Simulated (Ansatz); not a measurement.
# Ruthenium, hcp under PBE: from relaxation to bulk modulus

Aim: take ruthenium in the hcp structure, relax it, solve it on a dense k-mesh, switch on spin-orbit coupling, then scale the cell to 7 volumes from 88 to 112 % of the relaxed one and try a fit of the equation of state. The k-meshes are 13×13×8 for the relaxation; 22×22×12 for the dense run; 13×13×7 for spin-orbit coupling; 22×22×12 for the volumes. The starting cell is the deposited one, from the Crystallography Open Database.

Method: DFT PBE, plane waves (420 eV) with PAW, scalar-relativistic, in Ansatz 0.2.0.

## 1. The system as given

The structure is hexagonal, space group P6_3/mmc (No. 194). Conventional cell: a = 2.704 Å, b = 2.704 Å, c = 4.282 Å, α = 90.00°, β = 90.00°, γ = 120.00°. Around Ru (site symmetry -6m2) lie 12 Ru at 2.65 to 2.70 Å.

Coordinates:

```
CELL_PARAMETERS angstrom
2.70389 0.00000 0.00000
-1.35194 2.34164 0.00000
0.00000 0.00000 4.28168
ATOMIC_POSITIONS crystal
Ru 0.33333 0.66667 0.25000
Ru 0.66667 0.33333 0.75000
```

## 2. Relaxation of the cell

Contents of input.yaml:

```yaml
crystal:
  lattice:
    - [2.7038898633, 0.0, 0.0]
    - [-1.3519449316, 2.3416373106, 0.0]
    - [0.0, 0.0, 4.28168]
  atoms:
    - { symbol: Ru, position: [0.3333333333, 0.6666666667, 0.25] }
    - { symbol: Ru, position: [0.6666666667, 0.3333333333, 0.75] }
hamiltonian:
  xc: pbe
  pseudopotentials:
    kind: paw
    azcp:
      Ru: "pseudopotentials/Ru.paw.azcp"
basis:
  ecutwfc: 420
  fft_grid_basis: typed
kpoints:
  mp_grid: { grid: [13, 13, 8], shift: [0, 0, 0] }
magnetization:
  spin_polarized: false
scf:
  occupations: { method: fermi_dirac, width: 0.1 }
relax:
  max_steps: 60
  f_tol: 0.01
  cell: {}
```

Output:

```text
Engine: ansatz 0.2.0, x86_64-unknown-linux-gnu
Pseudopotentials: kind: paw
Pseudopotential: Ru, paw, valence charge 16, recommended cutoff 420 eV (normal), <dir>
Functional definition: PBE
  parameter kappa = 0.804
  parameter beta = 0.06672455060314922
  exchange = pbe_x(kappa = kappa, mu = beta*pi^2/3)
  correlation = pbe_c(beta = beta)
Crystal: 2 atoms, lattice volume = 27.110 Å³
Basis set: ecut = 420 eV, 537 PW (Γ), exchange–correlation on 40×40×60 points (8 copies of the dense FFT grid, shifted against one another)
Bands: 20, of which v1, the nominal top of the filled ones, is band 16 counted from 1 (15 counted from 0)
Symmetry: 24 space group operations
Space group: P63/mmc (ITA 194), of the structure as read, at distance tolerance 3.0e-5 Å
k-points: 105 of 1352
Non-local potential: Ru, projectors of the file, l = 0: 3, l = 1: 2, l = 2: 2, l = 3: 1
PAW form: soft (Blöchl's): semilocal exchange-correlation on the pseudo side does not see the compensation charge
PAW one-centre angular grid: Ru, 590 points (default); XC on 64 Gauss nodes
Initial density: superposition of atomic densities (neutral atoms: chi_scale 0, normalization atom), corrected by the library's trained network
Initial wavefunctions: pseudopotential atomic-orbital guess
Functional: x = pbe(κ = 0.804, μ = 0.2195149727645171), c = pbe(β = 0.06672455060314922)
SCF iter   1: F=—  HF=-11757.392278 eV  |F-HF|=—  |Δ(HF+E_count)|=         —  Δρ=6.37e-3  dr2=2.18e-3  ethr=1.77e-3  ⟨swp⟩=5.0  Hψ=19327  notcnv=0  defer=20
automatic band count: the SCF goes on with 24 bands, as 20 were too few: the levels above may hold too much charge
preconditioner: auto → none  [metal: Δε(μ)=0.045 eV  Ē_g=11.525 eV  σ=0.100 eV  W_gap=0.11  n_scr=8 (ndim 8)  ℏωp=28.5 eV  f_vac=0.000  D(μ)=1.66/eV (n_scr^D=22)  sad-step TF]
SCF iter   2: F=—  HF=-11757.394144 eV  |F-HF|=—  |Δ(HF+E_count)|=   1.87e-3  Δρ=3.74e-3  dr2=7.85e-4  ethr=6.81e-6  ⟨swp⟩=2.0  Hψ=4206  notcnv=0  defer=28
SCF iter   3: F=—  HF=-11757.395225 eV  |F-HF|=—  |Δ(HF+E_count)|=   1.08e-3  Δρ=3.13e-4  dr2=1.05e-5  ethr=2.45e-6  ⟨swp⟩=2.1  Hψ=3167  notcnv=0  defer=28
SCF iter   4: F=—  HF=-11757.395189 eV  |F-HF|=—  |Δ(HF+E_count)|=   3.63e-5  Δρ=1.24e-4  dr2=6.15e-7  ethr=3.30e-8  ⟨swp⟩=2.0  Hψ=4120  notcnv=0  defer=28
iter 5 did not close the SCF: its close was put off for the readings that it lacked (scf_convergence_deferred on its scf_iter line)
SCF iter   5: F=-11757.395190 eV  HF=-11757.395190 eV  |F-HF|=1.16e-7  |Δ(HF+E_count)|=   1.09e-6  Δρ=3.84e-5  dr2=5.14e-8  ethr=1.92e-9  ⟨swp⟩=2.3  Hψ=2967  notcnv=0  defer=28
SCF iter   6: F=-11757.395190 eV  HF=-11757.395190 eV  |F-HF|=5.82e-11  |Δ(HF+E_count)|=   1.20e-7  Δρ=1.97e-6  dr2=2.70e-10  ethr=1.61e-10  ⟨swp⟩=2.9  Hψ=8802  notcnv=0
SCF 1 converged in 6 iterations: F = -11757.395190 eV  dr2 = 2.70e-10
relax step   1: F+E_penalty+E_count = -11757.39519025 eV  Δ(F+E_penalty+E_count) = +0.000e0 eV  max|allowed force component| = 1.619e-17 eV/Å  Δτ_max = 0.0000 Å  P = +5.184 GPa  Ω = 27.110 Å³  (6 SCF iters, dr2 threshold 1.00e-7 eV, accepted)
Crystal: 2 atoms, lattice volume = 28.032 Å³
Basis set: ecut = 420 eV, 561 PW (Γ), exchange–correlation on 40×40×60 points (8 copies of the dense FFT grid, shifted against one another)
Bands: 24, of which v1, the nominal top of the filled ones, is band 16 counted from 1 (15 counted from 0)
Initial density: handed on by an earlier stage of this run
Initial wavefunctions: those handed on with the density
iter 1 solved again at ethr=3.80e-6 eV; its pass at ethr=3.10e-3 eV (dr2=1.21e-3 eV) is discarded
SCF iter   1: F=—  HF=-11757.394584 eV  |F-HF|=—  |Δ(HF+E_count)|=         —  Δρ=2.67e-3  dr2=1.64e-3  ethr=3.80e-6  ⟨swp⟩=2.0  Hψ=14720  notcnv=0
preconditioner: auto → none  [metal: Δε(μ)=0.041 eV  Ē_g=11.180 eV  σ=0.100 eV  W_gap=0.10  n_scr=8 (ndim 8)  ℏωp=28.1 eV  f_vac=0.000  D(μ)=1.72/eV (n_scr^D=22)]
SCF iter   2: F=—  HF=-11757.394288 eV  |F-HF|=—  |Δ(HF+E_count)|=   2.96e-4  Δρ=1.14e-3  dr2=1.54e-4  ethr=3.80e-6  ⟨swp⟩=2.0  Hψ=3268  notcnv=0
SCF iter   3: F=—  HF=-11757.394264 eV  |F-HF|=—  |Δ(HF+E_count)|=   2.45e-5  Δρ=2.87e-4  dr2=1.24e-5  ethr=4.82e-7  ⟨swp⟩=1.0  Hψ=2532  notcnv=0
iter 4 did not close the SCF: its close was put off for the readings that it lacked (scf_convergence_deferred on its scf_iter line)
SCF iter   4: F=-11757.394265 eV  HF=-11757.394265 eV  |F-HF|=2.63e-8  |Δ(HF+E_count)|=   1.18e-6  Δρ=2.63e-5  dr2=4.68e-8  ethr=3.86e-8  ⟨swp⟩=2.3  Hψ=4223  notcnv=0
iter 5 did not close the SCF: its close was put off for the readings that it lacked (scf_convergence_deferred on its scf_iter line)
SCF iter   5: F=-11757.394265 eV  HF=-11757.394265 eV  |F-HF|=3.75e-10  |Δ(HF+E_count)|=   3.54e-8  Δρ=3.57e-6  dr2=9.92e-10  ethr=1.46e-10  ⟨swp⟩=2.8  Hψ=4266  notcnv=0
SCF iter   6: F=-11757.394265 eV  HF=-11757.394265 eV  |F-HF|=1.46e-11  |Δ(HF+E_count)|=  1.31e-10  Δρ=3.36e-7  dr2=1.64e-11  ethr=3.10e-12  ⟨swp⟩=1.1  Hψ=7254  notcnv=0
SCF 2 converged in 6 iterations: F = -11757.394265 eV  dr2 = 1.64e-11
relax step   2: F+E_penalty+E_count = -11757.39426479 eV  Δ(F+E_penalty+E_count) = +9.255e-4 eV  max|allowed force component| = 2.313e-17 eV/Å  Δτ_max = 0.0000 Å  P = -5.050 GPa  Ω = 28.032 Å³  energy of the carried Pulay correction = -4.123e-4 eV  (6 SCF iters, dr2 threshold 2.00e-7 eV, rejected (line search))
Crystal: 2 atoms, lattice volume = 27.557 Å³
iter 1 solved again at ethr=1.72e-6 eV; its pass at ethr=3.10e-3 eV (dr2=5.49e-4 eV) is discarded
SCF iter   1: F=—  HF=-11757.402902 eV  |F-HF|=—  |Δ(HF+E_count)|=         —  Δρ=1.39e-3  dr2=4.36e-4  ethr=1.72e-6  ⟨swp⟩=2.1  Hψ=12933  notcnv=0
preconditioner: auto → none  [metal: Δε(μ)=0.051 eV  Ē_g=11.354 eV  σ=0.100 eV  W_gap=0.13  n_scr=8 (ndim 8)  ℏωp=28.3 eV  f_vac=0.000  D(μ)=1.68/eV (n_scr^D=22)]
SCF iter   2: F=—  HF=-11757.402819 eV  |F-HF|=—  |Δ(HF+E_count)|=   8.34e-5  Δρ=5.77e-4  dr2=3.90e-5  ethr=1.36e-6  ⟨swp⟩=2.2  Hψ=3165  notcnv=0
SCF iter   3: F=—  HF=-11757.402785 eV  |F-HF|=—  |Δ(HF+E_count)|=   3.31e-5  Δρ=1.53e-4  dr2=3.01e-6  ethr=1.22e-7  ⟨swp⟩=1.0  Hψ=2556  notcnv=0
SCF iter   4: F=—  HF=-11757.402784 eV  |F-HF|=—  |Δ(HF+E_count)|=   1.23e-6  Δρ=1.19e-5  dr2=7.15e-9  ethr=9.40e-9  ⟨swp⟩=2.1  Hψ=4154  notcnv=0
SCF iter   5: F=—  HF=-11757.402784 eV  |F-HF|=—  |Δ(HF+E_count)|=   6.44e-9  Δρ=1.06e-6  dr2=1.46e-10  ethr=2.23e-11  ⟨swp⟩=2.2  Hψ=3338  notcnv=0
SCF iter   6: F=-11757.402784 eV  HF=-11757.402784 eV  |F-HF|=0.00e0  |Δ(HF+E_count)|=  7.28e-12  Δρ=1.73e-7  dr2=2.64e-12  ethr=1.00e-12  ⟨swp⟩=5.1  Hψ=9928  notcnv=0
SCF 3 converged in 6 iterations: F = -11757.402784 eV  dr2 = 2.64e-12
relax step   3: F+E_penalty+E_count = -11757.40278422 eV  Δ(F+E_penalty+E_count) = -7.594e-3 eV  max|allowed force component| = 2.082e-17 eV/Å  Δτ_max = 0.0000 Å  P = -0.038 GPa  Ω = 27.557 Å³  energy of the carried Pulay correction = -2.016e-4 eV  (6 SCF iters, accepted)
Initial wavefunctions: pseudopotential atomic-orbital guess (no wavefunctions were taken with the density)
iter 1 solved again at ethr=6.51e-9 eV; its pass at ethr=3.10e-3 eV (dr2=2.08e-6 eV) is discarded
SCF iter   1: F=—  HF=-11757.403005 eV  |F-HF|=—  |Δ(HF+E_count)|=         —  Δρ=5.87e-5  dr2=1.10e-7  ethr=6.51e-9  ⟨swp⟩=3.0  Hψ=17366  notcnv=0
preconditioner: auto → none  [metal: Δε(μ)=0.046 eV  Ē_g=11.355 eV  σ=0.100 eV  W_gap=0.11  n_scr=8 (ndim 8)  ℏωp=28.3 eV  f_vac=0.000  D(μ)=1.69/eV (n_scr^D=22)]
SCF iter   2: F=—  HF=-11757.402970 eV  |F-HF|=—  |Δ(HF+E_count)|=   3.48e-5  Δρ=2.80e-5  dr2=2.08e-8  ethr=3.43e-10  ⟨swp⟩=2.5  Hψ=4236  notcnv=0
SCF iter   3: F=—  HF=-11757.402971 eV  |F-HF|=—  |Δ(HF+E_count)|=   1.34e-7  Δρ=3.65e-6  dr2=6.67e-10  ethr=6.49e-11  ⟨swp⟩=2.0  Hψ=4210  notcnv=0
SCF iter   4: F=—  HF=-11757.402971 eV  |F-HF|=—  |Δ(HF+E_count)|=   2.38e-9  Δρ=6.30e-7  dr2=2.11e-11  ethr=2.08e-12  ⟨swp⟩=3.0  Hψ=4372  notcnv=0
iter 5 did not close the SCF: its close was put off for the readings that it lacked (scf_convergence_deferred on its scf_iter line)
SCF iter   5: F=-11757.402971 eV  HF=-11757.402971 eV  |F-HF|=3.64e-12  |Δ(HF+E_count)|=  6.00e-11  Δρ=5.92e-8  dr2=5.10e-13  ethr=1.00e-12  ⟨swp⟩=1.0  Hψ=2520  notcnv=0
iter 6 did not close the SCF: its close was put off for the readings that it lacked (scf_convergence_deferred on its scf_iter line)
SCF iter   6: F=-11757.402971 eV  HF=-11757.402971 eV  |F-HF|=1.82e-12  |Δ(HF+E_count)|=  3.64e-12  Δρ=1.10e-8  dr2=6.98e-15  ethr=1.00e-12  ⟨swp⟩=1.0  Hψ=2520  notcnv=0
iter 7 did not close the SCF: its close was put off for the readings that it lacked (scf_convergence_deferred on its scf_iter line)
SCF iter   7: F=-11757.402971 eV  HF=-11757.402971 eV  |F-HF|=0.00e0  |Δ(HF+E_count)|=    0.00e0  Δρ=2.81e-9  dr2=4.33e-16  ethr=1.00e-12  ⟨swp⟩=1.0  Hψ=2520  notcnv=0
iter 8 did not close the SCF: its close was put off for the readings that it lacked (scf_convergence_deferred on its scf_iter line)
SCF iter   8: F=-11757.402971 eV  HF=-11757.402971 eV  |F-HF|=5.46e-12  |Δ(HF+E_count)|=  1.82e-12  Δρ=5.38e-10  dr2=2.33e-17  ethr=1.00e-12  ⟨swp⟩=1.0  Hψ=2520  notcnv=0
SCF iter   9: F=-11757.402971 eV  HF=-11757.402971 eV  |F-HF|=0.00e0  |Δ(HF+E_count)|=  1.82e-12  Δρ=6.65e-11  dr2=2.72e-19  ethr=1.00e-12  ⟨swp⟩=2.0  Hψ=5677  notcnv=0
SCF 4 converged in 9 iterations: F = -11757.402971 eV  dr2 = 2.72e-19
relax step   4: F+E_penalty+E_count = -11757.40297058 eV  Δ(F+E_penalty+E_count) = -1.864e-4 eV  max|allowed force component| = 1.850e-17 eV/Å  Δτ_max = 0.0000 Å  P = -0.048 GPa  Ω = 27.557 Å³  stress off target by 5.12e-2 GPa  SCF on the basis re-selected at this cell (its energy is not comparable with the rows above)  (9 SCF iters)
basis re-selected at this cell: Δ(F+E_penalty+E_count) = -1.864e-4 eV, ΔP = -0.011 GPa vs the last step (what re-selecting the basis moved, of the pressure what is left beyond the Pulay correction that the steps carried, after the strain that the cell walked since its last selection, with what the two solves' SCF thresholds leave and, on support functions, any second-order correction that the steps lacked; it is no measure of the basis error at this ecutwfc). This SCF's stress stands 5.12e-2 GPa from its target on what of the cell is left free (relax.cell.stress_tol is 5.00e-2 GPa) and its largest allowed force component is 1.85e-17 eV/Å (relax.f_tol is 1.00e-2 eV/Å): not within both, so this SCF does not close the relaxation
Crystal: 2 atoms, lattice volume = 27.553 Å³
iter 1 solved again at ethr=7.97e-11 eV; its pass at ethr=3.10e-3 eV (dr2=2.55e-8 eV) is discarded
SCF iter   1: F=—  HF=-11757.403008 eV  |F-HF|=—  |Δ(HF+E_count)|=         —  Δρ=1.15e-5  dr2=2.88e-8  ethr=7.97e-11  ⟨swp⟩=2.0  Hψ=11731  notcnv=0
preconditioner: auto → none  [metal: Δε(μ)=0.046 eV  Ē_g=11.356 eV  σ=0.100 eV  W_gap=0.11  n_scr=8 (ndim 8)  ℏωp=28.3 eV  f_vac=0.000  D(μ)=1.68/eV (n_scr^D=22)]
iter 2 did not close the SCF: its close was put off for the readings that it lacked (scf_convergence_deferred on its scf_iter line)
SCF iter   2: F=-11757.402973 eV  HF=-11757.402973 eV  |F-HF|=7.28e-11  |Δ(HF+E_count)|=   3.52e-5  Δρ=4.91e-6  dr2=2.79e-9  ethr=7.97e-11  ⟨swp⟩=2.2  Hψ=3912  notcnv=0
iter 3 did not close the SCF: its close was put off for the readings that it lacked (scf_convergence_deferred on its scf_iter line)
SCF iter   3: F=-11757.402973 eV  HF=-11757.402973 eV  |F-HF|=1.82e-11  |Δ(HF+E_count)|=  2.62e-10  Δρ=1.25e-6  dr2=1.87e-10  ethr=8.71e-12  ⟨swp⟩=1.0  Hψ=2520  notcnv=0
iter 4 did not close the SCF: its close was put off for the readings that it lacked (scf_convergence_deferred on its scf_iter line)
SCF iter   4: F=-11757.402973 eV  HF=-11757.402973 eV  |F-HF|=1.82e-12  |Δ(HF+E_count)|=  4.18e-11  Δρ=9.84e-8  dr2=4.39e-13  ethr=1.00e-12  ⟨swp⟩=1.1  Hψ=2629  notcnv=0
iter 5 did not close the SCF: its close was put off for the readings that it lacked (scf_convergence_deferred on its scf_iter line)
SCF iter   5: F=-11757.402973 eV  HF=-11757.402973 eV  |F-HF|=1.82e-12  |Δ(HF+E_count)|=  1.82e-12  Δρ=1.66e-8  dr2=2.24e-14  ethr=1.00e-12  ⟨swp⟩=1.0  Hψ=2520  notcnv=0
SCF iter   6: F=-11757.402973 eV  HF=-11757.402973 eV  |F-HF|=5.46e-12  |Δ(HF+E_count)|=  1.82e-12  Δρ=3.28e-9  dr2=6.32e-16  ethr=1.00e-12  ⟨swp⟩=1.9  Hψ=5639  notcnv=0
SCF 5 converged in 6 iterations: F = -11757.402973 eV  dr2 = 6.32e-16
relax step   5: F+E_penalty+E_count = -11757.40297303 eV  Δ(F+E_penalty+E_count) = -2.452e-6 eV  max|allowed force component| = 1.619e-17 eV/Å  Δτ_max = 0.0000 Å  P = -0.002 GPa  Ω = 27.553 Å³  energy of the carried Pulay correction = +1.804e-6 eV  (6 SCF iters, dr2 threshold 6.55e-9 eV, accepted)
iter 1 solved again at ethr=7.11e-9 eV; its pass at ethr=3.10e-3 eV (dr2=2.28e-6 eV) is discarded
SCF iter   1: F=—  HF=-11757.403006 eV  |F-HF|=—  |Δ(HF+E_count)|=         —  Δρ=9.32e-7  dr2=4.50e-11  ethr=7.11e-9  ⟨swp⟩=3.0  Hψ=17352  notcnv=0
eigensolver tolerance schedule: the retry pair's looser diagonalisation over-reported the residual by 50549.02 of it (diagonalisation noise at 0.13 of the residual, at the tolerance the schedule requests for it); recorded, not acted on — ethr = c·dr2/N_el stays at c = 1.0e-1
iter 2 did not close the SCF: its close was put off for the readings that it lacked (scf_convergence_deferred on its scf_iter line)
SCF iter   2: F=-11757.402971 eV  HF=-11757.402971 eV  |F-HF|=5.46e-12  |Δ(HF+E_count)|=   3.52e-5  Δρ=4.60e-7  dr2=1.05e-11  ethr=1.00e-12  ⟨swp⟩=3.0  Hψ=5912  notcnv=0
iter 3 did not close the SCF: its close was put off for the readings that it lacked (scf_convergence_deferred on its scf_iter line)
SCF iter   3: F=-11757.402971 eV  HF=-11757.402971 eV  |F-HF|=5.46e-12  |Δ(HF+E_count)|=  5.46e-12  Δρ=3.01e-7  dr2=3.97e-12  ethr=1.00e-12  ⟨swp⟩=1.0  Hψ=2520  notcnv=0
iter 4 did not close the SCF: its close was put off for the readings that it lacked (scf_convergence_deferred on its scf_iter line)
SCF iter   4: F=-11757.402971 eV  HF=-11757.402971 eV  |F-HF|=3.64e-12  |Δ(HF+E_count)|=  5.46e-12  Δρ=3.59e-8  dr2=9.79e-14  ethr=1.00e-12  ⟨swp⟩=1.0  Hψ=2520  notcnv=0
iter 5 did not close the SCF: its close was put off for the readings that it lacked (scf_convergence_deferred on its scf_iter line)
SCF iter   5: F=-11757.402971 eV  HF=-11757.402971 eV  |F-HF|=0.00e0  |Δ(HF+E_count)|=  3.64e-12  Δρ=1.69e-8  dr2=1.44e-14  ethr=1.00e-12  ⟨swp⟩=1.0  Hψ=2520  notcnv=0
SCF iter   6: F=-11757.402971 eV  HF=-11757.402971 eV  |F-HF|=3.64e-12  |Δ(HF+E_count)|=  3.64e-12  Δρ=7.23e-9  dr2=2.67e-15  ethr=1.00e-12  ⟨swp⟩=2.0  Hψ=7135  notcnv=0
SCF 6 converged in 6 iterations: F = -11757.402971 eV  dr2 = 2.67e-15
relax step   6: F+E_penalty+E_count = -11757.40297118 eV  Δ(F+E_penalty+E_count) = +1.844e-6 eV  max|allowed force component| = 1.850e-17 eV/Å  Δτ_max = 0.0000 Å  P = -0.002 GPa  Ω = 27.553 Å³  stress off target by 3.30e-3 GPa  SCF on the basis re-selected at this cell (its energy is not comparable with the rows above)  (6 SCF iters)
basis re-selected at this cell: Δ(F+E_penalty+E_count) = +1.844e-6 eV, ΔP = +0.000 GPa vs the last step (what re-selecting the basis moved, of the pressure what is left beyond the Pulay correction that the steps carried, after the strain that the cell walked since its last selection, with what the two solves' SCF thresholds leave and, on support functions, any second-order correction that the steps lacked; it is no measure of the basis error at this ecutwfc). This SCF's stress stands 3.30e-3 GPa from its target on what of the cell is left free (relax.cell.stress_tol is 5.00e-2 GPa) and its largest allowed force component is 1.85e-17 eV/Å (relax.f_tol is 1.00e-2 eV/Å): within both
SCF converged after 6 iterations
Free energy (F): -11757.402971 eV
Harris-Foulkes:  -11757.402971 eV  (|F-HF|=3.64e-12)
Internal energy: -11757.346980 eV  (E = F + TS)
E sigma→0 (E₀):  -11757.374976 eV
Entropy (-TS):   -0.055991 eV (-27.995 meV/atom)
Fermi energy:    23.138705 eV
--- Per-component energies (eV) ---
  E_band       = -118.070577
  E_kinetic    = 1027.651847
  E_local      = -2546.218484  (includes V_loc(G=0)·N_el)
  E_nonlocal   = 685.829281
  E_hartree    = 818.027451
  E_xc         = -380.986635
  E_vxc        = -478.309099  (∫ρ·V_xc dr)
  E_paw        = -6921.299980  (= ΣΔE_a)
  E_vpaw       = -443.078643  (= ΣTr[D̂ρ^β])
  E_aug_tail   = -0.000379  (compensation charges beyond the density's cutoff)
  E_ewald      = -4440.350081
  E_smearing   = -0.055991  (= −TS)
  E_closure    = 0.000000  (closes the sum)
  Σ components = -11757.402971   (vs F -11757.402971, Δ=0.00e0)
--- Forces (eV/Å), atoms counted from 1 ---
  atom   1  Ru    -0.00000000    -0.00000000     0.00000000
  atom   2  Ru     0.00000000     0.00000000     0.00000000
  max |Σ_I F_I| component: 4.63e-18 eV/Å
--- Stress (GPa, compression-positive) ---
       -0.001315      -0.000000       0.000000
       -0.000000      -0.001315       0.000000
        0.000000       0.000000      -0.003299
  P = ⅓ Tr σ = -0.0020 GPa (-0.020 kbar)
--- Relaxed structure (4 steps of the walk, 3 accepted, 2 SCFs on fresh bases) ---
  F+E_penalty+E_count = -11757.40297118 eV   max|allowed force component| = 1.850e-17 eV/Å   (the final SCF, on the basis selected at the relaxed cell)
  cell:  # Å, volume = 27.5530 Å³
    - [2.7235595772933214, -2.9077518774818235e-11, 0.0]
    - [-1.3617797886214789, 2.358671782670962, 0.0]
    - [0.0, 0.0, 4.289084967667197]
  atoms:
    - { symbol: Ru, position: [0.33333333333333337, 0.6666666666666667, 0.25] }
    - { symbol: Ru, position: [0.6666666666666666, 0.3333333333333333, 0.75] }
```

It took 23 s on 1 thread of an x86-64 CPU, shared host; peak memory 0.56 GiB.

Relaxation path:

| step | energy change (meV/atom) | largest force (eV/Å) | pressure (GPa) | volume (Å³/atom) | accepted |
| --- | --- | --- | --- | --- | --- |
| 1 | 0.00 | 0.0000 | 5.18 | 13.555 | yes |
| 2 | 0.46 | 0.0000 | -5.05 | 14.016 | no |
| 3 | -3.80 | 0.0000 | -0.04 | 13.779 | yes |
| 4 | -3.89 | 0.0000 | -0.05 | 13.779 | yes |
| 5 | -3.89 | 0.0000 | 0.00 | 13.777 | yes |
| 6 | -3.89 | 0.0000 | 0.00 | 13.777 | yes |

Steps that repeat a cell are solved on a basis chosen anew, so their changes of energy are no gain of the relaxation.

The cell of the run, before and after:

|  | before | after | change |
| --- | --- | --- | --- |
| a (Å) | 2.704 | 2.724 | +0.7 % |
| b (Å) | 2.704 | 2.724 | +0.7 % |
| c (Å) | 4.282 | 4.289 | +0.2 % |
| volume (Å³/atom) | 13.555 | 13.777 | +1.6 % |
| shortest distance (Å) | 2.650 | 2.659 | +0.4 % |
| space group (spins left aside) | P6_3/mmc | P6_3/mmc | same |

## 3. Dense single point

Contents of input.yaml:

```yaml
crystal:
  lattice:
    - [2.7235595773, 0.0, 0.0]
    - [-1.3617797886, 2.3586717827, 0.0]
    - [0.0, 0.0, 4.2890849677]
  atoms:
    - { symbol: Ru, position: [0.3333333333, 0.6666666667, 0.25] }
    - { symbol: Ru, position: [0.6666666667, 0.3333333333, 0.75] }
hamiltonian:
  xc: pbe
  pseudopotentials:
    kind: paw
    azcp:
      Ru: "pseudopotentials/Ru.paw.azcp"
basis:
  ecutwfc: 420
  fft_grid_basis: typed
kpoints:
  mp_grid: { grid: [22, 22, 12], shift: [0, 0, 0] }
magnetization:
  spin_polarized: false
scf:
  occupations: { method: fermi_dirac, width: 0.1 }
```

Output, cut to the lines that bear on the results:

```text
[...]
[... 3 set-up lines as earlier in the session ...]
[...]
Crystal: 2 atoms, lattice volume = 27.553 Å³
Basis set: ecut = 420 eV, 537 PW (Γ)
Bands: 20, of which v1, the nominal top of the filled ones, is band 16 counted from 1 (15 counted from 0)
[... 2 set-up lines as earlier in the session ...]
k-points: 364 of 5808
[...]
SCF iter   1: F=—  HF=-11757.402445 eV  |F-HF|=—  |Δ(HF+E_count)|=         —  Δρ=6.38e-3  dr2=2.24e-3  ethr=1.77e-3  ⟨swp⟩=5.0  Hψ=66701  notcnv=0  defer=73
[...]
SCF iter   6: F=-11757.405537 eV  HF=-11757.405537 eV  |F-HF|=1.27e-10  |Δ(HF+E_count)|=   1.65e-7  Δρ=2.01e-6  dr2=2.51e-10  ethr=1.89e-10  ⟨swp⟩=1.0  Hψ=23339  notcnv=0
[...]
SCF converged after 6 iterations
Free energy (F): -11757.405537 eV
[...]
E sigma→0 (E₀):  -11757.378871 eV
Entropy (-TS):   -0.053332 eV (-26.666 meV/atom)
Fermi energy:    23.115209 eV
[...]
```

Wall time 15 s (1 thread of an x86-64 CPU, shared host); peak memory 0.64 GiB.

[end of part 1 of 2]
